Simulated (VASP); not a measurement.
# ZnS (F-43m) in VASP: a series of runs, part 2 of 2

VASP 6.6.1. The steps go on from the part before.

### Step 3. Relaxation of cell and atoms, r2SCAN0

Contents of POSCAR:

```
ZnS
1.0
    0.0000000000      2.7020000000      2.7020000000
    2.7020000000      0.0000000000      2.7020000000
    2.7020000000      2.7020000000      0.0000000000
Zn S
1 1
Direct
    0.7500000000      0.7500000000      0.7500000000
    0.0000000000      0.0000000000      0.0000000000
```

Contents of INCAR.step1:

```
ALGO = Normal
EDIFF = 1E-5
ENCUT = 600
GGA = PE
ISMEAR = 0
LASPH = T
LCHARG = F
LREAL = F
LWAVE = T
NELM = 60
PREC = Accurate
SIGMA = 0.05
```

Contents of INCAR.step2:

```
AEXX = 0.25
ALGO = Normal
EDIFF = 1E-7
EDIFFG = -0.02
ENCUT = 600
HFRCUT = -1
IBRION = 2
ISIF = 3
ISMEAR = 0
ISTART = 1
LASPH = T
LCHARG = F
LHFCALC = T
LMIXTAU = T
LREAL = F
LWAVE = F
METAGGA = R2SCAN
NELM = 60
NSW = 60
PREC = Accurate
PRECFOCK = Normal
SIGMA = 0.05
```

Contents of KPOINTS:

```
k-points
0
Gamma
  5 5 5
```

Potentials or basis: VASP PAW PBE potentials, release 64 (Zn, S).

On the command line:

```sh
$ cat potpaw_PBE.64/Zn/POTCAR potpaw_PBE.64/S/POTCAR > POTCAR
$ cp INCAR.step1 INCAR
$ mpirun -np 1 vasp_std > vasp.out
$ cp INCAR.step2 INCAR
$ mpirun -np 1 vasp_std > vasp.out
```

OUTCAR:

```text
AEXX = 0.25
   EDIFF = 1E-7
   EDIFFG = -0.02
   ENCUT = 600
   IBRION = 2
   ISIF = 3
   ISMEAR = 0
   ISTART = 1
   LASPH = T
   LHFCALC = T
   LREAL = F
   METAGGA = R2SCAN
   NELM = 60
   NSW = 60
   PREC = Accurate
   PRECFOCK = Normal

 ion  position               nearest neighbor table
   1  0.750  0.750  0.750-   2 2.34   2 2.34   2 2.34   2 2.34
   2  0.000  0.000  0.000-   1 2.34   1 2.34   1 2.34   1 2.34

  LATTYP: Found a face centered cubic cell.
 ALAT       =     5.4040000000

  Lattice vectors:

 A1 = (   0.0000000000,   2.7020000000,   2.7020000000)
 A2 = (   2.7020000000,   0.0000000000,   2.7020000000)
 A3 = (   2.7020000000,   2.7020000000,   0.0000000000)

Analysis of symmetry for initial positions (statically):
=====================================================================
 Subroutine PRICEL returns:
 Original cell was already a primitive cell.

 Routine SETGRP: Setting up the symmetry group for a
 face centered cubic supercell.

 Subroutine GETGRP returns: Found 24 space group operations
 (whereof 24 operations were pure point group operations)
 out of a pool of 48 trial point group operations.

The static configuration has the point symmetry T_d .

Analysis of symmetry for dynamics (positions and initial velocities):
=====================================================================
 Subroutine PRICEL returns:
 Original cell was already a primitive cell.

 Routine SETGRP: Setting up the symmetry group for a
 face centered cubic supercell.

 Subroutine GETGRP returns: Found 24 space group operations
 (whereof 24 operations were pure point group operations)
 out of a pool of 48 trial point group operations.

The dynamic configuration has the point symmetry T_d .

 Subroutine INISYM returns: Found 24 space group operations
 (whereof 24 operations are pure point group operations),
 and found     1 'primitive' translations

----------------------------------------------------------------------------------------

                                     Primitive cell

  volume of cell :      39.4535

  direct lattice vectors                    reciprocal lattice vectors
     0.000000000  2.702000000  2.702000000    -0.185048113  0.185048113  0.185048113
     2.702000000  0.000000000  2.702000000     0.185048113 -0.185048113  0.185048113
     2.702000000  2.702000000  0.000000000     0.185048113  0.185048113 -0.185048113

  length of vectors
     3.821205046  3.821205046  3.821205046     0.320512733  0.320512733  0.320512733

  position of ions in fractional coordinates (direct lattice)
     0.750000000  0.750000000  0.750000000
     0.000000000  0.000000000  0.000000000

  ion indices of the primitive-cell ions
   primitive index   ion index
                 1           1
                 2           2

----------------------------------------------------------------------------------------

 KPOINTS: k-points

Automatic generation of k-mesh.
 Grid dimensions read from file:
 generate k-points for:    5    5    5

 Generating k-lattice:

  Cartesian coordinates                     Fractional coordinates (reciprocal lattice)
    -0.037009623  0.037009623  0.037009623     0.200000000  0.000000000  0.000000000
     0.037009623 -0.037009623  0.037009623     0.000000000  0.200000000  0.000000000
     0.037009623  0.037009623 -0.037009623     0.000000000  0.000000000  0.200000000

  Length of vectors
     0.064102547  0.064102547  0.064102547

  Shift w.r.t. Gamma in fractional coordinates (k-lattice)
     0.000000000  0.000000000  0.000000000

 Subroutine IBZKPT returns following result:
 ===========================================

 Found     10 irreducible k-points:

 Following reciprocal coordinates:
            Coordinates               Weight
  0.000000  0.000000  0.000000      1.000000
  0.200000  0.000000  0.000000      8.000000
  0.400000  0.000000  0.000000      8.000000
  0.200000  0.200000  0.000000      6.000000
  0.400000  0.200000  0.000000     24.000000
 -0.400000  0.200000  0.000000     24.000000
 -0.200000  0.200000  0.000000     12.000000
  0.400000  0.400000  0.000000      6.000000
 -0.400000  0.400000  0.000000     12.000000
 -0.400000  0.400000  0.200000     24.000000
   k-points           NKPTS =     10   k-points in BZ     NKDIM =    125   number of bands    NBANDS=     13
   number of dos      NEDOS =    301   number of ions     NIONS =      2
   total plane-waves  NPLWV =  32768
   dimension x,y,z NGX =    32 NGY =   32 NGZ =   32
   dimension x,y,z NGXF=    64 NGYF=   64 NGZF=   64
   ions per type =               1   1
   NGX,Y,Z   is equivalent  to a cutoff of  13.92, 13.92, 13.92 a.u.
   NGXF,Y,Z  is equivalent  to a cutoff of  27.84, 27.84, 27.84 a.u.
 SYSTEM =  unknown system
   PREC   = accura    normal or accurate (medium, high low for compatibility)
   ISTART =      1    job   : 0-new  1-cont  2-samecut
   ICHARG =      0    charge: 1-file 2-atom 10-const
   ISPIN  =      1    spin polarized calculation?
   LNONCOLLINEAR =      F non collinear calculations
   LSORBIT =      F    spin-orbit coupling
   LASPH  =      T    aspherical Exc in radial PAW
   ENCUT  =  600.0 eV  44.10 Ry    6.64 a.u.   7.63  7.63  7.63*2*pi/ulx,y,z
   NELM   =     60;   NELMIN=  2; NELMDL=  0     # of ELM steps
   EDIFF  = 0.1E-06   stopping-criterion for ELM
   LREAL  =      F    real-space projection
   EDIFFG = -.2E-01   stopping-criterion for IOM
   NSW    =     60    number of steps for IOM
   IBRION =      2    ionic relax: 0-MD 1-quasi-New 2-CG
   NFREE  =      1    steps in history (QN), initial steepest desc. (CG)
   ISIF   =      3    stress and relaxation
   ISYM   =      3    0-nonsym 1-usesym 2-fastsym
   POTIM  = 0.5000    time-step for ionic-motion
   TEBEG  =    0.0;   TEEND  =   0.0 temperature during run
   PSTRESS=    0.0 pullay stress
   NELECT =      18.0000    total number of electrons
   NUPDOWN=      -1.0000    fix difference up-down
   EMIN   =  10.00;   EMAX   =-10.00  energy-range for DOS
   EFERMI =   0.00;   METHOD = LEGACY
   ISMEAR =     0;   SIGMA  =   0.05  broadening in eV -4-tet -1-fermi 0-gaus
   EFERMI_NEDOS =   21; number of points for ismear=-14 and -15
   IALGO  =     38    algorithm
   IMIX   =      1    mixing-type and parameters
     AMIX     =   0.40;   BMIX     =  1.00
     AMIX_MAG =   1.60;   BMIX_MAG =  1.00
  volume/ion in A,a.u.               =      19.73       133.12
  Fermi-wavevector in a.u.,A,eV,Ry     =   1.260290  2.381602 21.610537  1.588330
  Thomas-Fermi vector in A             =   2.393807
   LORBIT       =      0    0 simple, 1 ext, 2 COOP (PROOUT), +10 PAW based schemes
   METAGGA = R2SCAN    functional components
   LHFCALC =     T    Hartree Fock is set to
   PRECFOCK=normal    Normal, Fast or Accurate (Low or Medium for compatibility)
   ENCUT4O =  -1.0   cutoff for four orbital integrals eV
   NKREDX  =     1    reduce k-point grid by
   NKREDY  =     1    reduce k-point grid by
   NKREDZ  =     1    reduce k-point grid by
   AEXX    =    0.2500 exact exchange contribution
   HFSCREEN=    0.0000 screening length (either q_TF or 0.3 A-1)
   HFSCREENC=   0.0000 screening length for correlation (either q_TF or 0.3 A-1)
   ENCUTFOCK=  -1.0 apply spherical cutoff to Coloumb kernel
   IVDW    =     0    specifies the selected vdW correction
   LEPSILON=     F    determine dielectric tensor
   LRPA    =     F    only Hartree local field effects (RPA)
 conjugate gradient relaxation of ions
 non-spin polarized calculation
 Gauss-broadening in eV      SIGMA  =   0.05
  energy-cutoff  :      600.00
  volume of cell :       39.45
 maximum number of plane-waves:      1363
  NGX = 24; NGY = 24; NGZ = 24

--------------------------------------- Ionic step        1  -------------------------------------------

 number of electron      17.9999998 magnetization

 Free energy of the ion-electron system (eV)
  ---------------------------------------------------
  ext. energy  EPLUGINS =         0.00000000
  ---------------------------------------------------
  free energy    TOTEN  =       -18.09793065 eV

  energy without entropy =      -18.09793065  energy(sigma->0) =      -18.09793065

------------------------ aborting loop because EDIFF is reached ----------------------------------------

  FORCE on cell =-STRESS in cart. coord.  units (eV):
  Direction    XX          YY          ZZ          XY          YZ          ZX
  --------------------------------------------------------------------------------------
  -------------------------------------------------------------------------------------
  Total       -0.1304283     -0.1304283     -0.1304283      0.0000000     -0.0000000      0.0000000
  in kB       -5.2965889     -5.2965889     -5.2965889      0.0000000     -0.0000000      0.0000000
  external PRESSURE =      -5.2965889 kB  Pullay stress =       0.0000000 kB
[... 59 lines left out ...]
--------------------------------------- Ionic step        3  -------------------------------------------

 number of electron      17.9999994 magnetization

 Free energy of the ion-electron system (eV)
  ---------------------------------------------------
  ext. energy  EPLUGINS =         0.00000000
  ---------------------------------------------------
  free energy    TOTEN  =       -18.09844601 eV

  energy without entropy =      -18.09844601  energy(sigma->0) =      -18.09844601

 E-fermi :   1.1544     XC(G=0):  -8.0335

 val. band max:        0.9035670034   @ k =   0.0000   0.0000   0.0000
 cond. band min:       5.2998052681   @ k =   0.0000   0.0000   0.0000
 fundamental gap:      4.3962382647
 Fermi energy:         1.1543649362

 k-point     1 :       0.0000    0.0000    0.0000
  band No.  band energies     occupation
      1     -13.8430      2.00000
      2      -7.1684      2.00000
      3      -7.1684      2.00000
      4      -7.1684      2.00000
      5      -6.6932      2.00000
      6      -6.6932      2.00000
      7       0.9036      2.00000
      8       0.9036      2.00000
      9       0.9036      2.00000
     10       5.2998      0.00000
     11       9.6471      0.00000
     12       9.6472      0.00000
     13       9.6472      0.00000
[... 171 lines left out ...]
  FREE ENERGIE OF THE ION-ELECTRON SYSTEM (eV)
  ---------------------------------------------------
  free  energy   TOTEN  =       -18.0984460066 eV

  energy  without entropy=      -18.0984460066  energy(sigma->0) =      -18.09844601

 reached required accuracy - stopping structural energy minimisation
```

OSZICAR.step1:

```text
N       E                     dE             d eps       ncg     rms          rms(c)
DAV:   1     0.902370964639E+02    0.90237E+02   -0.97581E+03   260   0.178E+03
DAV:   2    -0.421719587363E+00   -0.90659E+02   -0.86728E+02   265   0.312E+02
DAV:   3    -0.718220403573E+01   -0.67605E+01   -0.67216E+01   325   0.783E+01
DAV:   4    -0.726658251357E+01   -0.84378E-01   -0.84353E-01   290   0.955E+00
DAV:   5    -0.726768997230E+01   -0.11075E-02   -0.11074E-02   320   0.105E+00    0.684E+00
DAV:   6    -0.685207605817E+01    0.41561E+00   -0.95568E-01   371   0.372E+01    0.533E+00
DAV:   7    -0.683587998240E+01    0.16196E-01   -0.35471E-01   275   0.572E+00    0.273E+00
DAV:   8    -0.683533294294E+01    0.54704E-03   -0.57955E-03   300   0.710E-01    0.828E-01
DAV:   9    -0.683563434339E+01   -0.30140E-03   -0.11293E-03   303   0.331E-01    0.124E-01
DAV:  10    -0.683577096540E+01   -0.13662E-03   -0.14598E-04   305   0.127E-01    0.536E-02
DAV:  11    -0.683580120147E+01   -0.30236E-04   -0.40718E-05   285   0.717E-02    0.957E-03
DAV:  12    -0.683580206292E+01   -0.86145E-06   -0.25307E-06   185   0.139E-02
   1 F= -.68358021E+01 E0= -.68358021E+01  d E =-.299073E-17
```

Wall time 21 min (1 thread of Intel Xeon 6975P-C (Granite Rapids), shared host); peak memory 0.2 GiB.

What came out:

- Free energy: -18.0984 eV
- Relaxed volume: 19.58 Å³/atom
- Relaxed cell: a = 3.812 Å, b = 3.812 Å, c = 3.812 Å, α = 60.00°, β = 60.00°, γ = 60.00°
- Space group after relaxing (to 0.05 Å): F-43m (No. 216)
- Energy gained by relaxing: 0.3 meV/atom
- Ionic steps: 3
- Pressure after relaxing: 0.0 GPa
- Band gap on the k mesh: 4.40 eV, direct

Step by step:
| step | energy change (eV) | largest force (eV/Å) | pressure (GPa) | volume (Å³) |
| --- | --- | --- | --- | --- |
| 1 | 0.0000 | 0.0000 | -0.53 | 39.45 |
| 2 | -0.0005 | 0.0000 | 0.23 | 39.08 |
| 3 | -0.0005 | 0.0000 | 0.05 | 39.17 |

Final structure:
```yaml
crystal:
  lattice:
    - [0.00000, 2.69547, 2.69547]
    - [2.69547, 0.00000, 2.69547]
    - [2.69547, 2.69547, 0.00000]
  atoms:
    - { symbol: Zn, position: [0.75000, 0.75000, 0.75000] }
    - { symbol: S, position: [0.00000, 0.00000, 0.00000] }
```

Caveat: the PAW data sets were made with another functional, which shifts forces and pressure a little.

### Step 4. Single point, PBE, spin-orbit coupling, no magnetisation

Contents of INCAR:

```
SYSTEM = ZnS
ALGO = Normal
EDIFF = 1E-8
ENCUT = 750
GGA = PE
GGA_COMPAT = .False.
ISIF = 2
ISMEAR = 0
LASPH = .True.
LCHARG = .False.
LORBIT = 11
LREAL = .False.
LSORBIT = .True.
LWAVE = .False.
MAGMOM = 0 0 0 0 0 0
NBANDS = 34
NELM = 100
PREC = Accurate
SIGMA = 0.02
```

Contents of KPOINTS:

```
k-points
0
Gamma
  9 9 9
  0 0 0
```

POSCAR is that of step 3.

On the command line:

```sh
$ cat potpaw_PBE.64/Zn/POTCAR potpaw_PBE.64/S/POTCAR > POTCAR
$ mpirun -np 1 vasp_ncl > vasp.out
```

Run time: 2.3 min. Hardware: 1 thread of AMD EPYC 9R45 (Zen 5), shared host; peak memory 0.45 GiB.

It converged, with:

```
Free energy                                           : -6.8523 eV
Pressure                                              : 1.8 GPa
Valence electrons inside the program's atomic spheres : Zn 10.80; S 3.75
```

### Step 5. Single point, PBE, spin-orbit coupling, no magnetisation

Changes to INCAR since step 4:

```diff
@@ -2,4 +2,4 @@
 ALGO = Normal
-EDIFF = 1E-8
-ENCUT = 750
+EDIFF = 1E-7
+ENCUT = 650
 GGA = PE
```

Contents of KPOINTS:

```
k-points
0
Gamma
  7 7 7
  0 0 0
```

POSCAR is that of step 4.

On the command line:

```sh
$ cat potpaw_PBE.64/Zn/POTCAR potpaw_PBE.64/S/POTCAR > POTCAR
$ mpirun -np 1 vasp_ncl > vasp.out
```

Run time: 45 s. Hardware: 1 thread of AMD EPYC 9R45 (Zen 5), shared host; peak memory 0.31 GiB.

The run converged, but some of its settings lie outside the range that counts as converged, so its numbers aren't taken as properties of the crystal.

Results:

* Free energy: -6.8514 eV
* Pressure: 1.7 GPa
* Valence electrons inside the program's atomic spheres: Zn 10.80; S 3.75

### Step 6. Single point, PBE, spin-orbit coupling, no magnetisation

Changes to INCAR since step 5:

```diff
@@ -3,3 +3,3 @@
 EDIFF = 1E-7
-ENCUT = 650
+ENCUT = 400
 GGA = PE
```

Contents of KPOINTS:

```
k-points
0
Gamma
  9 9 9
  0 0 0
```

POSCAR is that of step 5.

Potentials or basis: VASP PAW PBE potentials, release 64 (Zn, S).

On the command line:

```sh
$ cat potpaw_PBE.64/Zn/POTCAR potpaw_PBE.64/S/POTCAR > POTCAR
$ mpirun -np 1 vasp_ncl > vasp.out
```

Run time: 61 s. Hardware: 1 thread of AMD EPYC 9R45 (Zen 5), shared host; peak memory 0.24 GiB.

The run converged, but some of its settings lie outside the range that counts as converged, so its numbers aren't taken as properties of the crystal.

Results:

| Item | Value |
| --- | --- |
| Free energy | -6.8507 eV |
| Pressure | 1.5 GPa |
| Valence electrons inside the program's atomic spheres | Zn 10.79; S 3.75 |

### Step 7. For comparison

An earlier run on the cell as given: functional PBEsol; potentials or basis VASP PAW PBE potentials, release 64 (Zn, S); cutoff 520 eV; k mesh 9 × 9 × 9; occupations fermi-dirac, width 0.05 eV; no spin polarisation.

- Pressure: -1.8 GPa
- Band gap on the k mesh: 1.98 eV, direct

### Step 8. Summary

| task | level | spin | cell | k mesh | cutoff (eV) | smearing | grid for exact exchange (PRECFOCK) | exchange at q = 0 | ladder | gap on the mesh (eV) | pressure (GPa) |
| --- | --- | --- | --- | --- | --- | --- | --- | --- | --- | --- | --- |
| relaxation of the atoms | r2SCAN | off | atoms relaxed from: atoms moved at random, drawn with an rms of 0.1 Å | 7 × 7 × 7 | 520 | gaussian 0.05 eV | - | - | - | 2.67 | -0.6 |
| relaxation of cell and atoms | r2SCAN0 | off | relaxed | 5 × 5 × 5 | 600 | gaussian 0.05 eV | Normal | truncated | - | 4.40 | 0.0 |
| single point | PBE | SOC, no magnetisation | as given | 9 × 9 × 9 | 750 | gaussian 0.02 eV | - | - | - | - | 1.8 |
| single point | PBEsol | off | as given | 9 × 9 × 9 | 520 | fermi-dirac 0.05 eV | - | - | free | 1.98 | -1.8 |

Alike in all rows: potentials or basis VASP PAW PBE potentials, release 64 (Zn, S).

Caveats: the PAW data sets were made with another functional, which shifts forces and pressure a little (some runs).

Absolute energies hang on the potentials; compare differences alone.
